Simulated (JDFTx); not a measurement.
A run of JDFTx 1.7.0 (patched build) is set up as follows.

The input InP.in:

```
lattice \
    0.0000000000     5.5378424082     5.5378424082 \
    5.5378424082     0.0000000000     5.5378424082 \
    5.5378424082     5.5378424082     0.0000000000
coords-type Lattice
ion In     0.0076490000    -0.0083110000    -0.0119070000 1
ion P      0.7554720000     0.7458670000     0.7651810000 1

ion-species pseudo/In.upf
ion-species pseudo/P.upf
elec-cutoff 35
elec-ex-corr gga-PBE
kpoint-folding 8 8 8
elec-smearing Fermi 0.0018374661
elec-n-bands 15
electronic-SCF nIterations 100 energyDiffThreshold 1e-08
electronic-minimize nIterations 30 energyDiffThreshold 1e-7
converge-empty-states yes
forces-output-coords Cartesian

dump-name run.$VAR
dump End Ecomponents EigStats BandEigs Kpoints Forces Stress
```

Potentials or basis: PseudoDojo-SR-PBE-0.5-standard.

Command:

```bash
$ jdftx -c 1 -i InP.in -o InP.out
```

Problem. Predict the Loewdin charges.

Solution. In +0.33; P -0.29 e.

Problem. Predict the pressure.

Solution. 3.8 GPa.

Problem. Predict the band gap on the k mesh.

Solution. 0.53 eV, direct.

Problem. What does it give for the largest force?

Solution. 1.023 eV/Å.

Forces on the atoms (eV/Å):
```
In   0.776  0.629  0.223
P   -0.776 -0.628 -0.223
```

Caveat: forces may be off by hundredths of an eV/Å; the empty levels aren't tightly converged; spin-orbit coupling is left out, which moves the levels of the heavy elements.
